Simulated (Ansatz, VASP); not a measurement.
**Cr: VASP beside Ansatz**

The input INCAR:

```
PREC = Accurate ; ENCUT = 520
EDIFF = 1E-6 ; ISMEAR = 0
SIGMA = 0.15 ; LREAL = F
LASPH = T ; NELM = 60
ALGO = Fast ; ISIF = 2
LWAVE = F ; LCHARG = F
GGA = PE ; NBANDS = 12
```

File KPOINTS:

```
regular mesh
0
Gamma
  24 24 24
```

File POSCAR:

```
Cr
1.0
   -1.5573060000      1.5573060000      1.4419500000
    1.5573060000     -1.5573060000      1.4419500000
    1.5573060000      1.5573060000     -1.4419500000
Cr
1
Direct
    0.0000000000      0.0000000000      0.0000000000
```

Input for Ansatz:

```yaml
crystal:
  lattice:
    - [-1.557306, 1.557306, 1.44195]
    - [1.557306, -1.557306, 1.44195]
    - [1.557306, 1.557306, -1.44195]
  atoms:
    - { symbol: Cr, position: [0.0, 0.0, 0.0] }
basis:
  ecutwfc: 420
kpoints:
  mp_grid: { grid: [24, 24, 24] }
hamiltonian:
  xc: pbe
scf:
  occupations: { method: gaussian, width: 0.15 }
output:
  forces: true
  stress: true
  eigenvalues: true
```

Change from the starting cell: strain +0.080 along x and y, +0.000 along z, atoms carried along.

Alike in both runs: task single point; functional PBE; k mesh 24 × 24 × 24; occupations gaussian, width 0.15 eV; no spin polarisation.

|  | VASP | Ansatz |
| --- | --- | --- |
| version | VASP 6.6.1 | Ansatz 0.2.0 |
| potentials or method | VASP PAW PBE potentials, release 64 (Cr_pv) | scalar-relativistic, plane waves, PAW |
| plane-wave cutoff (eV) | 520 | 420 |
| valence electrons in the cell | 12 | 14 |

Ansatz gave:

| Property | Result |
| --- | --- |
| gap on the k mesh at the Fermi level (eV) | none |
| pressure (GPa) | -32.0 |
| largest component of the traceless stress (GPa) | 11.14 |

Estimate VASP's values.

gap on the k mesh at the Fermi level (eV): none; pressure (GPa): -32.1; largest component of the traceless stress (GPa): 11.02.

A gap of «none» marks a metal or a gap that the smearing closes. The two sets of potentials don't hold the same shells in valence.

Caveats: the cell as given lies far from equilibrium; so large a pressure means that the cell lies far from this level's equilibrium, or that cutoff or potentials fall short (VASP); the run has no spin polarisation, though such a crystal can be magnetic. Spin polarisation is off, so any magnetic state and its effect on volume and gap are missing.
